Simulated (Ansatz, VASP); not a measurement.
# Rh: VASP beside Ansatz

INCAR

```
SYSTEM = Rh
PREC = Accurate
ENCUT = 520
EDIFF = 1E-6
ISMEAR = 1
SIGMA = 1.0
LREAL = .FALSE.
LASPH = .TRUE.
NELM = 100
ALGO = Normal
ISIF = 2
LWAVE = .FALSE.
LCHARG = .FALSE.
GGA = PE
NBANDS = 14
```

The input KPOINTS:

```
Automatic mesh
0
G
  14 14 14
  0 0 0
```

Contents of POSCAR:

```
Rh
1.0
    0.0000000000      1.9160595532      1.9160595532
    1.9160595532      0.0000000000      1.9160595532
    1.9160595532      1.9160595532      0.0000000000
Rh
1
Direct
    0.0000000000      0.0000000000      0.0000000000
```

Input for Ansatz:

```yaml
crystal:
  lattice:
    - [0.0, 1.9160595532, 1.9160595532]
    - [1.9160595532, 0.0, 1.9160595532]
    - [1.9160595532, 1.9160595532, 0.0]
  atoms:
    - { symbol: Rh, position: [0.0, 0.0, 0.0] }
hamiltonian:
  xc: pbe
  pseudopotentials:
    kind: paw
    azcp:
      Rh: "pseudopotentials/Rh.paw.azcp"
basis:
  ecutwfc: 420
  fft_grid_basis: typed
kpoints:
  mp_grid: { grid: [14, 14, 14], shift: [0, 0, 0] }
magnetization:
  spin_polarized: false
scf:
  occupations: { method: cold, width: 1.0 }
  lower_state_search: "off"
output:
  stress: true
  write_density: true
  write_potential: true
  elf: true
  volumetric_format: npy
```

Alike in both runs: task single point; functional PBE; k mesh 14 × 14 × 14; no spin polarisation.

```csv
,VASP,Ansatz
version,VASP 6.6.1,Ansatz 0.2.0
potentials or method,"VASP PAW PBE potentials, release 64 (Rh_pv)","plane waves (420 eV) with PAW, scalar-relativistic"
plane-wave cutoff (eV),520,420
occupations,"methfessel-paxton of order 1, width 1 eV","cold, width 1 eV"
valence electrons in the cell,15,17
```

|  | VASP | Ansatz | Ansatz less VASP |
| --- | --- | --- | --- |
| pressure (GPa) | 0.7 | -0.6 | -1.35 |

The two sets of potentials don't hold the same shells in valence.
